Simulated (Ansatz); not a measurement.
The system is Zn.

```
CELL_PARAMETERS angstrom
0.00000 1.96478 1.96478
1.96478 0.00000 1.96478
1.96478 1.96478 0.00000
ATOMIC_POSITIONS crystal
Zn 0.00000 0.00000 0.00000
```

This isn't the form of Zn at room conditions, which is hcp.

Below is the output of Ansatz 0.2.0 for this cell. Logs are shortened: lines on timing, memory, paths and dates and some standing lists are left out, and cuts for length are marked.

```text
Warning: RAYON_NUM_THREADS=2 ignored (pool sized by the plan → 2); use --threads N
Engine: ansatz 0.2.0, x86_64-unknown-linux-gnu
Pseudopotentials: kind: paw
Pseudopotential: Zn, paw, valence charge 12, recommended cutoff 420 eV (normal), Zn.paw.azcp
Functional definition: SPW92
  exchange = slater_x
  correlation = pw_c
Crystal: 1 atoms, lattice volume = 15.169 Å³
Basis set: ecut = 420 eV, 307 PW (Γ), exchange–correlation on 40×40×40 points (8 copies of the dense FFT grid, shifted against one another)
Bands: 10, of which v1, the nominal top of the filled ones, is band 6 counted from 1 (5 counted from 0)
Symmetry: 48 space group operations
k-points: 75 of 729 (irreducible under 8 space group operations, time reversal used)
Non-local potential: Zn, projectors of the file, l = 0: 2, l = 1: 2, l = 2: 3, l = 3: 1
PAW form: soft (Blöchl's): semilocal exchange-correlation on the pseudo side does not see the compensation charge
PAW frozen core: Zn, regenerated for the run's functional, and the local potential with it (the file was generated under x = pbe(κ = 0.804, μ = 0.2195149727645171), c = pbe(β = 0.06672455060314922))
PAW one-centre angular grid: Zn, 590 points (default); XC on 64 Gauss nodes
Initial density: superposition of atomic densities (neutral atoms: chi_scale 0, normalization atom), corrected by the library's trained network
Initial wavefunctions: pseudopotential atomic-orbital guess
Functional: x = slater, c = lda
SCF iter   1: F=—  HF=-3246.169165 eV  |F-HF|=—  |Δ(HF+E_count)|=         —  Δρ=5.09e-3  dr2=1.35e-3  ethr=1.77e-3  ⟨swp⟩=5.0  Hψ=4823  notcnv=0
preconditioner: auto → none  [insulator: Δε(μ)=0.344 eV  Ē_g=17.068 eV  σ=0.050 eV  W_gap=0.74  n_scr=0 (ndim 8)  ℏωp=33.0 eV  f_vac=0.000  D(μ)=0.34/eV (n_scr^D=0)  ε∞_Penn≈4.7]
SCF iter   2: F=—  HF=-3246.168804 eV  |F-HF|=—  |Δ(HF+E_count)|=   3.61e-4  Δρ=1.82e-3  dr2=2.46e-4  ethr=1.12e-5  ⟨swp⟩=2.3  Hψ=1815  notcnv=0
SCF iter   3: F=—  HF=-3246.168827 eV  |F-HF|=—  |Δ(HF+E_count)|=   2.37e-5  Δρ=1.37e-3  dr2=1.03e-4  ethr=2.05e-6  ⟨swp⟩=2.0  Hψ=1094  notcnv=0
SCF iter   4: F=—  HF=-3246.168807 eV  |F-HF|=—  |Δ(HF+E_count)|=   2.06e-5  Δρ=2.38e-4  dr2=3.87e-6  ethr=8.58e-7  ⟨swp⟩=2.0  Hψ=1124  notcnv=0
SCF iter   5: F=—  HF=-3246.168802 eV  |F-HF|=—  |Δ(HF+E_count)|=   5.06e-6  Δρ=2.33e-5  dr2=5.91e-8  ethr=3.23e-8  ⟨swp⟩=2.0  Hψ=1170  notcnv=0
SCF iter   6: F=—  HF=-3246.168803 eV  |F-HF|=—  |Δ(HF+E_count)|=   1.06e-6  Δρ=7.71e-6  dr2=5.63e-9  ethr=4.92e-10  ⟨swp⟩=1.1  Hψ=769  notcnv=0
SCF iter   7: F=—  HF=-3246.168803 eV  |F-HF|=—  |Δ(HF+E_count)|=   1.39e-9  Δρ=1.25e-6  dr2=1.29e-10  ethr=4.69e-11  ⟨swp⟩=2.1  Hψ=1165  notcnv=0
SCF iter   8: F=-3246.168803 eV  HF=-3246.168803 eV  |F-HF|=2.27e-12  |Δ(HF+E_count)|=  4.18e-11  Δρ=1.70e-7  dr2=2.45e-12  ethr=1.00e-12  ⟨swp⟩=5.1  Hψ=2852  notcnv=0
SCF 1 converged in 8 iterations: F = -3246.168803 eV  dr2 = 2.45e-12
  greatest PAW one-centre occupation: 0.982 electrons in one spin orbital (limit 2), on the Zn atom at site 0 (counted from 0), in its partial waves of l = 2
DFPT response loops at Γ: preconditioner auto → Kerker (q_TF=auto, 2.624 Å⁻¹) (partly filled bands, converged f_vac=0.000); β = 1.00, the filter's whole step (`scf.mixing.beta` (0.50) is not read by the response loops under this deck's `scf.mixing.preconditioner`; to damp them name `kerker` or `kerker_dos`, under which they read `scf.mixing.beta`, and type it under 1.00, their step now; both keys bind the ground state too); Broyden in place of MSR1
SCF converged after 8 iterations
Free energy (F): -3246.168803 eV
Harris-Foulkes:  -3246.168803 eV  (|F-HF|=2.27e-12)
Internal energy: -3246.166026 eV  (E = F + TS)
E sigma→0 (E₀):  -3246.167414 eV
Entropy (-TS):   -0.002777 eV (-2.777 meV/atom)
Fermi energy:    10.491875 eV
--- Per-component energies (eV) ---
  E_band       = 44.263266
  E_kinetic    = 131.430769
  E_local      = -1534.021557  (includes V_loc(G=0)·N_el)
  E_nonlocal   = 613.579181
  E_hartree    = 640.344801
  E_xc         = -135.904229
  E_vxc        = -53.958690  (∫ρ·V_xc dr)
  E_paw        = -1753.480028  (= ΣΔE_a)
  E_vpaw       = -393.455745  (= ΣTr[D̂ρ^β])
  E_aug_tail   = -0.000374  (compensation charges beyond the density's cutoff)
  E_ewald      = -1209.671730
  E_core_change = 1.557141  (= ΣΔE_core)
  E_smearing   = -0.002777  (= −TS)
  E_closure    = -0.000000  (closes the sum)
  Σ components = -3246.168803   (vs F -3246.168803, Δ=0.00e0)
--- Band table (eV; the first three rows and the last of 75) ---
  k-point 0: bands = ["0.2713", "2.9764", "2.9764", "2.9764", "3.3600", "3.3600", "28.6704", "28.6704", "28.6704", "29.3194"]
  k-point 1: bands = ["0.6399", "2.9511", "3.0153", "3.0153", "3.3512", "3.3512", "24.3381", "27.7794", "27.7794", "29.0397"]
  k-point 2: bands = ["1.6194", "3.0229", "3.0599", "3.0599", "3.3861", "3.3861", "19.1270", "26.6764", "26.6764", "28.7392"]
  k-point 74: bands = ["2.6542", "2.7833", "2.9727", "3.3984", "3.6898", "10.7836", "13.6867", "14.4651", "15.7120", "31.1445"]
--- Phonons (Γ-DFPT): 1 representative perturbation + reference, on 75 of 729 k-points (Σ response iterations 4) ---
  k mesh reduced under 8 symmetry operations, with k and −k counted as one. Each operation leaves every solved perturbation unchanged. A smaller set is not used because it would not reduce the number of displacements times k-points to solve
  ASR residual: 5.583e-5 → 0.000e0 eV/Å²; symmetrization residual: 3.950e-20 eV/Å²
  ASR residual per site (eV/Å²): 5.58e-5
  Γ frequencies (cm⁻¹): 0.00 0.00 0.00
  non-analytic LO–TO correction: not included (Born effective charges unavailable; polar crystals: no LO–TO splitting at Γ)
```

Write the input and the command behind it.

Phonons with LDA, no spin polarisation. The files as run (others can give the same):

input.yaml
```yaml
crystal:
  lattice:
    - [0.0, 1.964776, 1.964776]
    - [1.964776, 0.0, 1.964776]
    - [1.964776, 1.964776, 0.0]
  atoms:
    - { symbol: Zn, position: [0.0, 0.0, 0.0] }
hamiltonian:
  xc: lda
  pseudopotentials: { kind: paw }
kpoints:
  mp_grid: { grid: [9, 9, 9] }
scf:
  occupations: { method: fermi_dirac, width: 0.05 }
phonons:
  method: dfpt
```

Potentials or basis: Ansatz PAW.
Run with:
```sh
$ ansatz run input.yaml --threads 2 --pin off --max-ram 5632MiB --backend cpu --events-out ev --progress --plain --runs-dir out
```

Caveat: the PAW data sets come from PBE, with cores solved anew for the run's functional, which leaves a small shift of forces and pressure.
